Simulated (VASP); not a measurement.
# Mg2Ge (Fm-3m) in VASP: band structure with PBE

Aim: the band structure of Mg2Ge with PBE.

Everything below comes from runs of VASP 6.6.1. Logs are shortened: lines on timing, memory, paths and dates and some standing lists are left out, and cuts for length are marked.

### Step 1. The structure

It takes space group Fm-3m (No. 225, cubic). The conventional cell has a = 6.370 Å, b = 6.370 Å, c = 6.370 Å, α = 90.00°, β = 90.00°, γ = 90.00°. Ge (site symmetry m-3m) has 8 Mg at 2.76 Å as nearest neighbours. Around Mg (site symmetry -43m) lie 4 Ge at 2.76 Å.

The cell was built by a generator and needn't be a form met in nature.

### Step 2. Band structure, PBE

INCAR

```
PREC = Accurate
ENCUT = 520
EDIFF = 1E-6
ISMEAR = 0
SIGMA = 0.02
LREAL = False
LASPH = True
NELM = 60
ALGO = Normal
ISIF = 2
LWAVE = False
LCHARG = False
GGA = PE
```

KPOINTS

```
regular mesh
0
Gamma
  10 10 10
```

POSCAR

```
Mg2Ge
1.0
    0.0000000000      3.1850000000      3.1850000000
    3.1850000000      0.0000000000      3.1850000000
    3.1850000000      3.1850000000      0.0000000000
Ge Mg
1 2
Direct
    0.0000000000      0.0000000000      0.0000000000
    0.2500000000      0.2500000000      0.2500000000
    0.7500000000      0.7500000000      0.7500000000
```

KPOINTS_OPT

```
path GXWKGLUWLK,UX
20
line-mode
reciprocal
 0.0000000000  0.0000000000  0.0000000000  G
 0.5000000000  0.0000000000  0.5000000000  X

 0.5000000000  0.0000000000  0.5000000000  X
 0.5000000000  0.2500000000  0.7500000000  W

 0.5000000000  0.2500000000  0.7500000000  W
 0.3750000000  0.3750000000  0.7500000000  K

 0.3750000000  0.3750000000  0.7500000000  K
 0.0000000000  0.0000000000  0.0000000000  G

 0.0000000000  0.0000000000  0.0000000000  G
 0.5000000000  0.5000000000  0.5000000000  L

 0.5000000000  0.5000000000  0.5000000000  L
 0.6250000000  0.2500000000  0.6250000000  U

 0.6250000000  0.2500000000  0.6250000000  U
 0.5000000000  0.2500000000  0.7500000000  W

 0.5000000000  0.2500000000  0.7500000000  W
 0.5000000000  0.5000000000  0.5000000000  L

 0.5000000000  0.5000000000  0.5000000000  L
 0.3750000000  0.3750000000  0.7500000000  K

 0.6250000000  0.2500000000  0.6250000000  U
 0.5000000000  0.0000000000  0.5000000000  X
```

Potentials or basis: VASP PAW PBE potentials, release 64 (Ge_d, Mg).

Command:

```sh
cat potpaw_PBE.64/Ge_d/POTCAR potpaw_PBE.64/Mg/POTCAR > POTCAR
mpirun -np 1 vasp_std > vasp.out
```

OUTCAR:

```text
PREC = Accurate
   ENCUT = 520
   EDIFF = 1E-6
   ISMEAR = 0
   LREAL = False
   LASPH = True
   NELM = 60
   ISIF = 2
   GGA = PE

 ion  position               nearest neighbor table
   1  0.000  0.000  0.000-   3 2.76   3 2.76   3 2.76   2 2.76   2 2.76   2 2.76   3 2.76   2 2.76

   2  0.250  0.250  0.250-   1 2.76   1 2.76   1 2.76   1 2.76   3 3.19   3 3.19   3 3.19   3 3.19
                             3 3.19   3 3.19
   3  0.750  0.750  0.750-   1 2.76   1 2.76   1 2.76   1 2.76   2 3.19   2 3.19   2 3.19   2 3.19
                             2 3.19   2 3.19

  LATTYP: Found a face centered cubic cell.
 ALAT       =     6.3700000000

  Lattice vectors:

 A1 = (   0.0000000000,   3.1850000000,   3.1850000000)
 A2 = (   3.1850000000,   0.0000000000,   3.1850000000)
 A3 = (   3.1850000000,   3.1850000000,   0.0000000000)

Analysis of symmetry for initial positions (statically):
=====================================================================
 Subroutine PRICEL returns:
 Original cell was already a primitive cell.

 Routine SETGRP: Setting up the symmetry group for a
 face centered cubic supercell.

 Subroutine GETGRP returns: Found 48 space group operations
 (whereof 48 operations were pure point group operations)
 out of a pool of 48 trial point group operations.

The static configuration has the point symmetry O_h .

Analysis of symmetry for dynamics (positions and initial velocities):
=====================================================================
 Subroutine PRICEL returns:
 Original cell was already a primitive cell.

 Routine SETGRP: Setting up the symmetry group for a
 face centered cubic supercell.

 Subroutine GETGRP returns: Found 48 space group operations
 (whereof 48 operations were pure point group operations)
 out of a pool of 48 trial point group operations.

The dynamic configuration has the point symmetry O_h .

 Subroutine INISYM returns: Found 48 space group operations
 (whereof 48 operations are pure point group operations),
 and found     1 'primitive' translations

----------------------------------------------------------------------------------------

                                     Primitive cell

  volume of cell :      64.6187

  direct lattice vectors                    reciprocal lattice vectors
     0.000000000  3.185000000  3.185000000    -0.156985871  0.156985871  0.156985871
     3.185000000  0.000000000  3.185000000     0.156985871 -0.156985871  0.156985871
     3.185000000  3.185000000  0.000000000     0.156985871  0.156985871 -0.156985871

  length of vectors
     4.504270196  4.504270196  4.504270196     0.271907505  0.271907505  0.271907505

  position of ions in fractional coordinates (direct lattice)
     0.000000000  0.000000000  0.000000000
     0.250000000  0.250000000  0.250000000
     0.750000000  0.750000000  0.750000000

  ion indices of the primitive-cell ions
   primitive index   ion index
                 1           1
                 2           2
                 3           3

----------------------------------------------------------------------------------------

 KPOINTS: regular mesh

Automatic generation of k-mesh.
 Grid dimensions read from file:
 generate k-points for:   10   10   10

 Generating k-lattice:

  Cartesian coordinates                     Fractional coordinates (reciprocal lattice)
    -0.015698587  0.015698587  0.015698587     0.100000000  0.000000000  0.000000000
     0.015698587 -0.015698587  0.015698587     0.000000000  0.100000000  0.000000000
     0.015698587  0.015698587 -0.015698587     0.000000000  0.000000000  0.100000000

  Length of vectors
     0.027190751  0.027190751  0.027190751

  Shift w.r.t. Gamma in fractional coordinates (k-lattice)
     0.000000000  0.000000000  0.000000000

 Subroutine IBZKPT returns following result:
 ===========================================

 Found     47 irreducible k-points:

 Following reciprocal coordinates:
            Coordinates               Weight
  0.000000  0.000000  0.000000      1.000000
  0.100000  0.000000  0.000000      8.000000
  0.200000  0.000000  0.000000      8.000000
  0.300000  0.000000  0.000000      8.000000
  0.400000  0.000000  0.000000      8.000000
  0.500000  0.000000  0.000000      4.000000
[... 16 lines left out ...]
  0.300000  0.300000  0.000000      6.000000
  0.400000  0.300000  0.000000     24.000000
 [... further k-points ...]
   k-points           NKPTS =     47   k-points in BZ     NKDIM =     47   number of bands    NBANDS=     13
   number of dos      NEDOS =    301   number of ions     NIONS =      3
   total plane-waves  NPLWV =  46656
   dimension x,y,z NGX =    36 NGY =   36 NGZ =   36
   dimension x,y,z NGXF=    72 NGYF=   72 NGZF=   72
   ions per type =               1   2
   NGX,Y,Z   is equivalent  to a cutoff of  13.29, 13.29, 13.29 a.u.
   NGXF,Y,Z  is equivalent  to a cutoff of  26.57, 26.57, 26.57 a.u.
 SYSTEM =  unknown system
   PREC   = accura    normal or accurate (medium, high low for compatibility)
   ISTART =      0    job   : 0-new  1-cont  2-samecut
   ICHARG =      2    charge: 1-file 2-atom 10-const
   ISPIN  =      1    spin polarized calculation?
   LNONCOLLINEAR =      F non collinear calculations
   LSORBIT =      F    spin-orbit coupling
   LASPH  =      T    aspherical Exc in radial PAW
   ENCUT  =  520.0 eV  38.22 Ry    6.18 a.u.   8.37  8.37  8.37*2*pi/ulx,y,z
   NELM   =     60;   NELMIN=  2; NELMDL= -5     # of ELM steps
   EDIFF  = 0.1E-05   stopping-criterion for ELM
   LREAL  =      F    real-space projection
[... 7 lines left out ...]
   TEBEG  =    0.0;   TEEND  =   0.0 temperature during run
   PSTRESS=    0.0 pullay stress
   NELECT =      18.0000    total number of electrons
   NUPDOWN=      -1.0000    fix difference up-down
   EMIN   =  10.00;   EMAX   =-10.00  energy-range for DOS
   EFERMI =   0.00;   METHOD = LEGACY
   ISMEAR =     0;   SIGMA  =   0.02  broadening in eV -4-tet -1-fermi 0-gaus
   EFERMI_NEDOS =   21; number of points for ismear=-14 and -15
   IALGO  =     38    algorithm
   IMIX   =      4    mixing-type and parameters
     AMIX     =   0.40;   BMIX     =  1.00
     AMIX_MAG =   1.60;   BMIX_MAG =  1.00
  volume/ion in A,a.u.               =      21.54       145.36
  Fermi-wavevector in a.u.,A,eV,Ry     =   1.069169  2.020436 15.553115  1.143122
  Thomas-Fermi vector in A             =   2.204840
   LORBIT       =      0    0 simple, 1 ext, 2 COOP (PROOUT), +10 PAW based schemes
   GGA     = PE    functional components
   LHFCALC =     F    Hartree Fock is set to
   AEXX    =    0.0000 exact exchange contribution
   IVDW    =     0    specifies the selected vdW correction
   LEPSILON=     F    determine dielectric tensor
   LRPA    =     F    only Hartree local field effects (RPA)
 non-spin polarized calculation
 Gauss-broadening in eV      SIGMA  =   0.02
  energy-cutoff  :      520.00
  volume of cell :       64.62
 maximum number of plane-waves:      1807
 NGX is ok and might be reduce to    36
   NGX = 17   NGY = 17   NGZ = 17

 number of electron      18.0000008 magnetization

 Free energy of the ion-electron system (eV)
  ---------------------------------------------------
  ext. energy  EPLUGINS =         0.00000000
  ---------------------------------------------------
  free energy    TOTEN  =        -8.35686446 eV

  energy without entropy =       -8.35686446  energy(sigma->0) =       -8.35686446

 E-fermi :   3.6347     XC(G=0):  -9.1064

 val. band max:        3.5639559027   @ k =   0.0000   0.0000   0.0000
 cond. band min:       3.7054877654   @ k =   0.5000   0.5000   0.0000
 fundamental gap:      0.1415318627
 Fermi energy:         3.6347293153

 k-point     1 :       0.0000    0.0000    0.0000
  band No.  band energies     occupation
      1     -20.1279      2.00000
      2     -20.1279      2.00000
      3     -20.1279      2.00000
      4     -20.1096      2.00000
      5     -20.1096      2.00000
      6      -6.2098      2.00000
      7       3.5640      2.00000
      8       3.5640      2.00000
      9       3.5640      2.00000
     10       4.6420      0.00000
     11       6.4000      0.00000
     12       6.4000      0.00000
     13       6.4000      0.00000

 k-point     2 :       0.1000    0.0000    0.0000
  band No.  band energies     occupation
      1     -20.1279      2.00000
      2     -20.1278      2.00000
      3     -20.1278      2.00000
      4     -20.1095      2.00000
      5     -20.1095      2.00000
      6      -6.1260      2.00000
      7       2.5640      2.00000
      8       3.4576      2.00000
      9       3.4576      2.00000
     10       5.1918      0.00000
     11       6.5920      0.00000
     12       6.5920      0.00000
     13       6.6671      0.00000

 k-point     3 :       0.2000    0.0000    0.0000
  band No.  band energies     occupation
      1     -20.1278      2.00000
      2     -20.1275      2.00000
      3     -20.1275      2.00000
      4     -20.1095      2.00000
      5     -20.1095      2.00000
      6      -5.8844      2.00000
      7       1.1971      2.00000
      8       3.2318      2.00000
      9       3.2319      2.00000
     10       5.1337      0.00000
     11       6.8645      0.00000
     12       6.8646      0.00000
     13       7.7677      0.00000
[... 305 lines left out ...]
 k-point    23 :       0.3000    0.3000    0.0000
  band No.  band energies     occupation
      1     -20.1286      2.00000
      2     -20.1264      2.00000
      3     -20.1264      2.00000
      4     -20.1100      2.00000
      5     -20.1088      2.00000
      6      -5.2868      2.00000
      7       0.2998      2.00000
      8       2.0153      2.00000
      9       2.0153      2.00000
     10       4.6650      0.00000
     11       4.7638      0.00000
     12       9.3511      0.00000
     13       9.3517      0.00000

 k-point    24 :       0.4000    0.3000    0.0000
  band No.  band energies     occupation
      1     -20.1286      2.00000
      2     -20.1261      2.00000
      3     -20.1261      2.00000
      4     -20.1101      2.00000
      5     -20.1087      2.00000
      6      -4.9867      2.00000
      7      -0.2317      2.00000
      8       1.4945      2.00000
      9       1.8629      2.00000
     10       4.4127      0.00000
     11       4.9891      0.00000
     12       9.1554      0.00000
     13       9.4414      0.00000

 [... further k-points ...]

------------------------ aborting loop because EDIFF is reached ----------------------------------------

  FORCE on cell =-STRESS in cart. coord.  units (eV):
  Direction    XX          YY          ZZ          XY          YZ          ZX
  --------------------------------------------------------------------------------------
  -------------------------------------------------------------------------------------
  Total        0.4460109      0.4460109      0.4460109     -0.0000000     -0.0000000     -0.0000000
  in kB       11.0585400     11.0585400     11.0585400     -0.0000000     -0.0000000     -0.0000000
  external PRESSURE =      11.0585400 kB  Pullay stress =       0.0000000 kB

 VOLUME and BASIS-vectors are now :
 -----------------------------------------------------------------------------
  energy-cutoff  :      520.00
  volume of cell :       64.62
      direct lattice vectors                 reciprocal lattice vectors
     0.000000000  3.185000000  3.185000000    -0.156985871  0.156985871  0.156985871
     3.185000000  0.000000000  3.185000000     0.156985871 -0.156985871  0.156985871
     3.185000000  3.185000000  0.000000000     0.156985871  0.156985871 -0.156985871

 POSITION                                       TOTAL-FORCE (eV/Angst)
 -----------------------------------------------------------------------------------
      0.00000      0.00000      0.00000         0.000000      0.000000     -0.000000
      1.59250      1.59250      1.59250         0.000000      0.000000      0.000000
      4.77750      4.77750      4.77750        -0.000000     -0.000000     -0.000000
 -----------------------------------------------------------------------------------
    total drift:                               -0.000000      0.000000      0.000000

  FREE ENERGIE OF THE ION-ELECTRON SYSTEM (eV)
  ---------------------------------------------------
  free  energy   TOTEN  =        -8.3568644623 eV

  energy  without entropy=       -8.3568644621  energy(sigma->0) =       -8.35686446
```

Run time: 50 s. Hardware: 1 thread of Intel Xeon 6975P-C (Granite Rapids), shared host; peak memory 0.23 GiB.

What came out:

| Item | Value |
| --- | --- |
| Free energy | -8.3569 eV |
| Pressure | 1.1 GPa |
| Band gap on the k mesh | 0.14 eV, indirect (least direct gap 1.08 eV) |
| Band gap along the path | 0.14 eV, indirect (least direct gap 1.08 eV) |

Levels at the corners of the path, in eV from the valence-band top:
```csv
point,band 6,band 7,band 8,band 9,band 10,band 11,band 12,band 13
Γ,-9.77,0.00,0.00,0.00,1.08,2.84,2.84,2.84
X,-8.07,-4.54,-2.02,-2.02,0.14,0.56,7.94,7.94
X,-8.07,-4.54,-2.02,-2.02,0.14,0.56,7.94,7.94
W,-8.04,-3.69,-3.69,-2.72,2.78,3.75,3.80,3.80
W,-8.04,-3.69,-3.69,-2.72,2.78,3.75,3.80,3.80
K,-8.09,-4.11,-3.52,-1.69,0.72,3.14,6.08,6.11
K,-8.09,-4.11,-3.52,-1.69,0.72,3.14,6.08,6.11
Γ,-9.77,0.00,0.00,0.00,1.08,2.84,2.84,2.84
Γ,-9.77,0.00,0.00,0.00,1.08,2.84,2.84,2.84
L,-8.53,-4.87,-0.74,-0.74,1.03,2.77,2.77,4.85
L,-8.53,-4.87,-0.74,-0.74,1.03,2.77,2.77,4.85
U,-8.09,-4.11,-3.52,-1.69,0.72,3.14,6.08,6.11
U,-8.09,-4.11,-3.52,-1.69,0.72,3.14,6.08,6.11
W,-8.04,-3.69,-3.69,-2.72,2.78,3.75,3.80,3.80
W,-8.04,-3.69,-3.69,-2.72,2.78,3.75,3.80,3.80
L,-8.53,-4.87,-0.74,-0.74,1.03,2.77,2.77,4.85
L,-8.53,-4.87,-0.74,-0.74,1.03,2.77,2.77,4.85
K,-8.09,-4.11,-3.52,-1.69,0.72,3.14,6.08,6.11
U,-8.09,-4.11,-3.52,-1.69,0.72,3.14,6.08,6.11
X,-8.07,-4.54,-2.02,-2.02,0.14,0.56,7.94,7.94
```

Expect the measured gap to be larger: semilocal functionals such as PBE lack the derivative discontinuity.
